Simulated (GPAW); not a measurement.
Runs of GPAW 26.7.0 on ZnS. The structure is cubic, space group F-43m (No. 216). The conventional cell has a = 5.404 Å, b = 5.404 Å, c = 5.404 Å, α = 90.00°, β = 90.00°, γ = 90.00°. Around Zn (site symmetry -43m) lie 4 S at 2.34 Å. Around S (site symmetry -43m) lie 4 Zn at 2.34 Å. 

| task | level | potentials or basis | k mesh | cutoff (eV) | smearing | maxiter | band path | band points | gap on the mesh (eV) | pressure (GPa) | V0 of scaled cells (Å³/atom) | B0 (GPa) |
| --- | --- | --- | --- | --- | --- | --- | --- | --- | --- | --- | --- | --- |
| single point | LDA | the program's PAW data sets (release 1.2.1) made for this functional, pw | 7 × 7 × 7 | 500 | fermi-dirac 0.05 eV | 80 | - | - | 1.86 | (b) | - | - |
| electron localisation function | LDA | PAW data sets generated in the run's folder for this functional, pw | 5 × 5 × 5 | 510 | fermi-dirac 0.01 eV | 150 | - | - | 1.86 | (a) | - | - |
| band structure | AM05 | PAW data sets generated in the run's folder for this functional, pw | 7 × 7 × 7 | 600 | fermi-dirac 0.05 eV | 150 | GXWKGLUWLK,UX | 60 | 2.09 | -1.3 | - | - |
| band structure | vdW-DF2 | GPAW PAW data sets (gpaw-data 1.2.1), pw | 7 × 7 × 7 | 600 | fermi-dirac 0.05 eV | 150 | GXWKGLUWLK,UX | 100 | 2.09 | - | - | - |
| equation of state | revPBE+D4 | the program's PAW data sets (release 1.2.1) made for this functional, pw | 7 × 7 × 7 | 600 | fermi-dirac 0.05 eV | 150 | - | - | - | - | 19.30 | 77 |
| equation of state | PBEint | PAW data sets generated in the run's folder for this functional, pw | 7 × 7 × 7 | 600 | fermi-dirac 0.05 eV | 150 | - | - | - | - | 19.59 | (c) |
| band structure | PW91 | PAW data sets generated in the run's folder for this functional, pw | 7 × 7 × 7 | 600 | fermi-dirac 0.05 eV | 150 | GXWKGLUWLK,UX | 60 | 2.07 | 1.2 | - | - |

Alike in all rows: no spin polarisation; cell as given.

**Question.** Estimate the missing entries.

**Answer.** (a) -5.0; (b) -5.1; (c) 75.

Caveats: the cutoff is short for stress and forces, so pressures can be off by a GPa or more (some runs); the PAW data sets were made with another functional, which shifts forces and pressure a little (some runs).

Runs at the PBE level aren't shown here.
